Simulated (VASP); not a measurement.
**Ru: relaxation of cell and atoms with optB86b-vdW**

The system is Ru.

```xyz
2
Lattice="2.7058 0.0000 0.0000 -1.3529 2.3433 0.0000 0.0000 0.0000 4.2819" Properties=species:S:1:pos:R:3 pbc="T T T"
Ru    1.3529    0.7811    3.2114
Ru    0.0000    1.5622    1.0705
```

```
Program                : VASP 6.6.1
Task                   : relaxation of cell and atoms
Functional             : optB86b-vdW
Potentials or basis    : VASP PAW PBE potentials, release 64 (Ru_pv)
Cutoff                 : 600 eV
k mesh                 : 11 × 11 × 6
Occupations            : fermi-dirac, width 0.05 eV
Spin                   : no spin polarisation
Further INCAR settings : ALGO = Fast; EDIFF = 1e-06; IBRION = 2; EDIFFG = -0.005; NSW = 60; ISIF = 3
```

```json
{"Relaxed volume": "13.55 Å³/atom", "Relaxed cell": "a = 2.705 Å, b = 2.705 Å, c = 4.279 Å, α = 90.00°, β = 90.00°, γ = 120.00°", "Space group after relaxing (to 0.05 Å)": "P6_3/mmc (No. 194)", "Energy gained by relaxing": "0.0 meV/atom", "Ionic steps": "5", "Pressure after relaxing": "0.0 GPa", "Band gap on the k mesh": "none (metal or under the smearing width)"}
```

Final structure:
```cif
data_structure
_symmetry_space_group_name_H-M 'P 1'
_symmetry_Int_Tables_number 1
_cell_length_a 2.7045
_cell_length_b 2.7045
_cell_length_c 4.2793
_cell_angle_alpha 90.000
_cell_angle_beta 90.000
_cell_angle_gamma 120.000
_cell_volume 27.11
loop_
_atom_site_label
_atom_site_type_symbol
_atom_site_fract_x
_atom_site_fract_y
_atom_site_fract_z
_atom_site_occupancy
Ru1 Ru 0.66667 0.33333 0.75000 1
Ru2 Ru 0.33333 0.66667 0.25000 1
```

Levels at points of the mesh, in eV from the Fermi level:
| k point | band 12 | band 13 | band 14 | band 15 | band 16 | band 17 |
| --- | --- | --- | --- | --- | --- | --- |
| (0.00, 0.00, 0.00) | -1.86 | -1.86 | -1.33 | -1.33 | 1.25 | 1.25 |
| (0.00, 0.00, 0.50) | -2.70 | -2.64 | -2.64 | 0.61 | 0.61 | 0.61 |

Wall time 91 s on 1 thread of Intel(R) Xeon(R) 6975P-C (Granite Rapids), on a shared host, peak memory 0.33 GiB.

Caveat: the PAW data sets were made with another functional, which shifts forces and pressure a little.
